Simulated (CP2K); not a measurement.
# GaP under changes of volume

One of the cells (20.240 Å³/atom); the others are scaled copies at fixed shape and fractional positions:

```xyz
2
Lattice="3.8541 0.0000 0.0000 1.9270 3.3377 0.0000 1.9270 1.1126 3.1468" Properties=species:S:1:pos:R:3 pbc="T T T"
Ga    0.0000    0.0000    0.0000
P     5.7811    3.3377    2.3601
```

```yaml
Program: CP2K 2026.2
Functional: LDA
Potentials_or_basis: GTH_POTENTIALS Ga GTH-PADE-q13, P GTH-PADE-q5; TZVP-MOLOPT-PBE-GTH basis
Density_cutoff: 6123 eV
k_mesh: 8 × 8 × 8
Occupations: fermi-dirac, width 0.05 eV
Spin: no spin polarisation
```

| volume (Å³/atom) | energy over the lowest point (meV/atom) | pressure (GPa) | gap on the mesh (eV) |
| --- | --- | --- | --- |
| 19.026 | 5.45 | 3.1 | 1.41 |
| 19.431 | 0.24 | 1.0 | 1.45 |
| 19.836 | 0.00 | -0.8 | 1.49 |
| 20.240 | ? | ? | ? |
| 20.645 | 12.35 | -4.0 | 1.39 |
| 21.050 | 24.04 | -5.3 | 1.24 |
| 21.455 | 38.87 | -6.4 | 1.08 |

Task: What does the run at 20.240 Å³/atom give?

Result: Energy over the lowest point 4.20 meV/atom; pressure -2.5 GPa; gap on the mesh 1.49 eV.

Worked out: A Birch-Murnaghan fit of order 3 (a polynomial in V^(-2/3)) to the other rows has its minimum at 19.65 Å³/atom with B0 = V·E''(V) = 90 GPa and B' = 4.6. It gives 4.19 meV/atom at 20.240 Å³/atom, against the run's 4.20, and -dE/dV = -2.5 GPa, against -2.5. A parabola through the other rows of the gap, of slope -2.86 eV per unit of ln V there, gives 1.45 eV, against the run's 1.49.

Energies are extrapolated to zero smearing.

Caveats: the basis of atomic orbitals isn't converged, which shifts pressures, moduli and gaps.

A mesh can miss the band edges. Spin-orbit coupling on Ga is left out.
